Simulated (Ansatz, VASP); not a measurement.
**KCl in VASP and in Ansatz**

File POSCAR:

```
KCl
1.0
    3.7711682885      0.0269638533      0.0000000000
    0.0269638533      3.7711682885      0.0000000000
    0.0000000000      0.0000000000      3.7711682885
K Cl
1 1
Direct
    0.0000000000      0.0000000000      0.0000000000
    0.5000000000      0.5000000000      0.5000000000
```

File INCAR.step1:

```
  PREC = Accurate
  ENCUT = 520
  ISMEAR = 0
  SIGMA = 0.01
  LREAL = F
  LASPH = T
  NELM = 80
  NBANDS = 15
  GGA = PE
  ALGO = Normal
  EDIFF = 1E-4
  LWAVE = T
  LCHARG = F
```

The input INCAR.step2:

```
  PREC = Accurate
  ENCUT = 520
  EDIFF = 1E-7
  ISMEAR = 0
  SIGMA = 0.01
  LREAL = F
  LASPH = T
  NELM = 80
  ALGO = Normal
  ISIF = 2
  LWAVE = F
  LCHARG = T
  METAGGA = R2SCAN
  LMIXTAU = T
  LELF = T
  LVHAR = T
  NBANDS = 15
  ISTART = 1
```

The input KPOINTS:

```
regular mesh
0
Gamma
  8 8 8
```

Input for Ansatz:

```yaml
crystal:
  lattice:
    - [3.7711682885, 0.0269638533, 0.0]
    - [0.0269638533, 3.7711682885, 0.0]
    - [0.0, 0.0, 3.7711682885]
  atoms:
    - { symbol: K, position: [0.0, 0.0, 0.0] }
    - { symbol: Cl, position: [0.5, 0.5, 0.5] }
kpoints:
  mp_grid: { grid: [8, 8, 8] }
  band_path:
    path: [[0.0, 0.0, 0.0], [0.0, 0.5, 0.0], [0.5, 0.5, 0.0], [0.5, 0.5, 0.5]]
    npoints: 1
hamiltonian:
  xc: r2scan
scf:
  occupations: { method: fixed }
  n_extra_bands: 4
output:
  forces: true
  stress: true
  eigenvalues: true
  write_density: true
  write_potential: true
  elf: true
  volumetric_format: npy
```

Change from the starting cell: shear_xy strain +1.4%.

Alike in both runs: task single point; functional r2SCAN; k mesh 8 × 8 × 8; no spin polarisation.

|  | VASP | Ansatz |
| --- | --- | --- |
| version | VASP 6.6.1 | Ansatz 0.2.0 |
| potentials or method | VASP PAW PBE potentials, release 64 (K_sv, Cl) | plane waves, PAW |
| plane-wave cutoff (eV) | 520 | 500 |
| occupations | gaussian, width 0.01 eV | fixed |
| valence electrons in the cell | 16 | 16 |

Ansatz gave:

```
gap on the k mesh at the Fermi level (eV)       : 5.80
pressure (GPa)                                  : 0.0
largest component of the traceless stress (GPa) : 0.11
```

Problem. Estimate VASP's values.

Solution. gap on the k mesh at the Fermi level (eV): 5.81; pressure (GPa): 0.0; largest component of the traceless stress (GPa): 0.12.

Caveats: the PAW data sets were made with another functional, which shifts forces and pressure a little (VASP). A k mesh can miss the band edges.
